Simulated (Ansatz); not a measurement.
# Cost and result for the equilibrium volume of SnSe

```
Sn Se
1.0
    11.42000    0.00000    0.00000
     0.00000    4.19000    0.00000
     0.00000    0.00000    4.46000
Sn Se
4 4
Direct
  0.87700 0.75000 0.90900
  0.62300 0.25000 0.40900
  0.37700 0.75000 0.59100
  0.12300 0.25000 0.09100
  0.64300 0.75000 0.98400
  0.85700 0.25000 0.48400
  0.14300 0.75000 0.51600
  0.35700 0.25000 0.01600
```

```csv
rung,level,program and potentials,cutoff (eV),k mesh,smearing,core time,chip,equilibrium volume (Å³/atom),notes
GGA + dispersion,revPBE+D3(BJ),"Ansatz, Ansatz PAW",420,3 × 6 × 6,fermi-dirac 0.05,3.1 min,Intel Xeon,25.64,"potentials made for PBE, which Ansatz adapts in part"
LDA,LDA,"Ansatz, Ansatz PAW",420,3 × 6 × 6,fermi-dirac 0.05,3.2 min,Intel Xeon,25.17,"potentials made for PBE, which Ansatz adapts in part"
GGA + dispersion,PBE+D3(BJ),"Ansatz, Ansatz PAW",420,3 × 6 × 6,fermi-dirac 0.05,3.3 min,Intel Xeon,26.28,-
GGA,PBE,"Ansatz, Ansatz PAW",420,3 × 6 × 6,fermi-dirac 0.05,4 min,Intel Xeon,28.35,-
non-local van der Waals functional,rPW86-PBE+rVV10,"Ansatz, Ansatz PAW",420,3 × 6 × 6,fermi-dirac 0.05,4.1 min,Arm Neoverse V1,28.78,"potentials made for PBE, which Ansatz adapts in part"
GGA + dispersion,PBEsol+D3(BJ),"Ansatz, Ansatz PAW",420,3 × 6 × 6,fermi-dirac 0.05,4.2 min,Arm Neoverse V1,24.48,"potentials made for PBE, which Ansatz adapts in part"
GGA,PBEsol,"Ansatz, Ansatz PAW",420,3 × 6 × 6,fermi-dirac 0.05,4.3 min,Intel Xeon,25.93,"potentials made for PBE, which Ansatz adapts in part"
GGA + dispersion,PBEsol+D4,"Ansatz, Ansatz PAW",420,3 × 6 × 6,fermi-dirac 0.05,4.7 min,Intel Xeon,24.96,"potentials made for PBE, which Ansatz adapts in part"
GGA + dispersion,BLYP+D4,"Ansatz, Ansatz PAW",420,3 × 6 × 6,fermi-dirac 0.05,5.4 min,Intel Xeon,28.47,"potentials made for PBE, which Ansatz adapts in part"
meta-GGA + dispersion,r2SCAN+D3(BJ)+ATM,"Ansatz, Ansatz PAW",500,3 × 6 × 6,fermi-dirac 0.05,7.3 min,Arm Neoverse V2,27.46,"potentials made for PBE, which Ansatz adapts in part"
GGA + dispersion,RPBE+D4,"Ansatz, Ansatz PAW",420,3 × 6 × 6,fermi-dirac 0.05,7.6 min,Intel Xeon,27.91,"potentials made for PBE, which Ansatz adapts in part"
meta-GGA + dispersion,r2SCAN+D3(BJ),"Ansatz, Ansatz PAW",500,3 × 6 × 6,fermi-dirac 0.05,7.7 min,Arm Neoverse V2,27.25,"potentials made for PBE, which Ansatz adapts in part"
meta-GGA,r2SCAN,"Ansatz, Ansatz PAW",500,3 × 6 × 6,fermi-dirac 0.05,8.2 min,Arm Neoverse V2,28.30,"potentials made for PBE, which Ansatz adapts in part"
GGA + dispersion,PBE+D4,"Ansatz, Ansatz PAW",420,3 × 6 × 6,fermi-dirac 0.05,8.2 min,Intel Xeon,27.89,-
meta-GGA + dispersion,r2SCAN+D4,"Ansatz, Ansatz PAW",500,3 × 6 × 6,fermi-dirac 0.05,10 min,Arm Neoverse V2,27.97,"potentials made for PBE, which Ansatz adapts in part"
meta-GGA + dispersion,r2SCAN+rVV10,"Ansatz, Ansatz PAW",500,3 × 6 × 6,fermi-dirac 0.05,11 min,Arm Neoverse V2,27.18,"potentials made for PBE, which Ansatz adapts in part"
```

Times are single runs on shared hosts and different chips, so they are rough; meshes, cutoffs and the tasks' sizes weigh on the time. Task: relaxation of cell and atoms. All rows: no spin polarisation. Smearing widths are in eV. Meshes are those of the run's cell of 8 atoms unless a note names another. Relaxations start from the cell shown or near it and stop with a little pressure left. Runs on faulty files, with rough fits or with known faults for this quantity aren't shown. No row holds spin-orbit coupling.

By rung: LDA 25.17; GGA + dispersion 24.48 to 28.47; GGA 25.93 to 28.35; non-local van der Waals functional 28.78; meta-GGA + dispersion 27.18 to 27.97; meta-GGA 28.30 (Å³/atom).
